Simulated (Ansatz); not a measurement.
**Point defect: H interstitial in GaP**

Computed with DFT PBE, scalar-relativistic, plane waves, PAW in Ansatz. (420 eV cutoff, 3×3×3 k-mesh, Gaussian smearing of 0.01 eV, collinear spin in charge 0 alone)

Host crystal, relaxed:

```yaml
crystal:
  lattice:
    - [0.00000, 2.75256, 2.75256]
    - [2.75256, 0.00000, 2.75256]
    - [2.75256, 2.75256, 0.00000]
  atoms:
    - { symbol: Ga, position: [0.00000, 0.00000, 0.00000] }
    - { symbol: P, position: [0.25000, 0.25000, 0.25000] }
```

Supercell of 32 atoms, rows in host cell vectors: 1 -3 1; -3 1 1; 1 1 -3. Atoms relax at the host's cell, keeping the symmetry that the supercell leaves at the site. The cell is small, so energies carry finite-size errors of tenths of an eV. The host's Kohn–Sham gap is 1.58 eV. Atoms are taken from and returned to the elements' standard states. Charged cells are corrected for image charges with the computed static dielectric tensor (mean 12.9) and aligned with the host's potential at far atoms (alignment terms reach 0.07 eV; the program doubts the alignment in some charges, where it is up to 0.07 eV). No band-filling term is added, and the Fermi level counts from the host's valence band top.

Defect: H interstitial set at (0.500, 0.500, 0.500) of the host cell. Before relaxation its nearest neighbours are 4 P at 2.38 Å, 6 Ga at 2.75 Å.

```json
{"charge": "+1", "E_f at the valence band top (eV)": "2.38", "over the neutral state (eV)": "0.19", "moment (μB)": "0.00", "largest move (Å)": "0.05", "atoms near the site": "4 P at 2.34 Å, 6 Ga at 2.79 Å"}
{"charge": "0", "E_f at the valence band top (eV)": "2.19", "over the neutral state (eV)": "0.00", "moment (μB)": "1.00", "largest move (Å)": "0.02", "atoms near the site": "4 P at 2.37 Å, 6 Ga at 2.76 Å"}
{"charge": "-1", "E_f at the valence band top (eV)": "3.10", "over the neutral state (eV)": "0.91", "moment (μB)": "0.00", "largest move (Å)": "0.06", "atoms near the site": "4 P at 2.32 Å, 6 Ga at 2.76 Å"}
```

Among the charges computed the stable one is 0 at the valence band top, changing to -1 at 0.91 eV. In charge +1 the extra carrier would gain by moving to a band edge of the host, so it isn't bound in the gap, though by less than the errors named above. In charge +1 the cell has partly filled bands: a level of the defect may be part filled, the carrier may sit in the host's bands, or levels may cross between the k points, so transitions that involve it are doubtful. Other sites of the defect weren't tried.